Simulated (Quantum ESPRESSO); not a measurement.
FeO (Wuestite) under changes of volume

One of the cells (10.067 Å³/atom); the others are scaled copies at fixed shape and fractional positions:

```
Fe O
1.0
     1.51882    0.87689    2.51958
    -1.51882    0.87689    2.51958
     0.00000   -1.75378    2.51958
Fe O
1 1
Direct
  0.00000 0.00000 0.00000
  0.50000 0.50000 0.50000
```

| Quantity | Value |
| --- | --- |
| Program | Quantum ESPRESSO 7.5 |
| Functional | PBE |
| Potentials or basis | SSSP 1.3 efficiency PBE |
| Cutoff | 871 eV |
| Density cutoff | 10640 eV |
| k mesh | 11 × 11 × 11 |
| Occupations | fermi-dirac, width 0.05 eV |
| Spin | collinear spin, ferromagnetic start |
| Starting moments | [3.0, 0.0] μB |

```csv
volume (Å³/atom),energy over the lowest point (meV/atom),pressure (GPa)
9.463,21.54,10.6
9.664,8.82,5.9
9.866,1.85,1.6
10.067,0.00,-2.2
10.268,?,?
10.470,9.64,-8.7
10.671,20.27,-11.4
```

**Question.** What does the run at 10.268 Å³/atom give?

**Answer.** Energy over the lowest point 2.77 meV/atom; pressure -5.6 GPa.

Worked out: A Birch-Murnaghan fit of order 3 (a polynomial in V^(-2/3)) to the other rows has its minimum at 10.04 Å³/atom with B0 = V·E''(V) = 185 GPa and B' = 4.3 at fixed shape and positions, which overstates the stiffness. It gives 2.74 meV/atom at 10.268 Å³/atom, against the run's 2.77, and -dE/dV = -3.9 GPa, against -5.6.

Energies are extrapolated to zero smearing.

Caveats: a cell with one magnetic atom can't hold antiferromagnetic order, which such compounds often take.
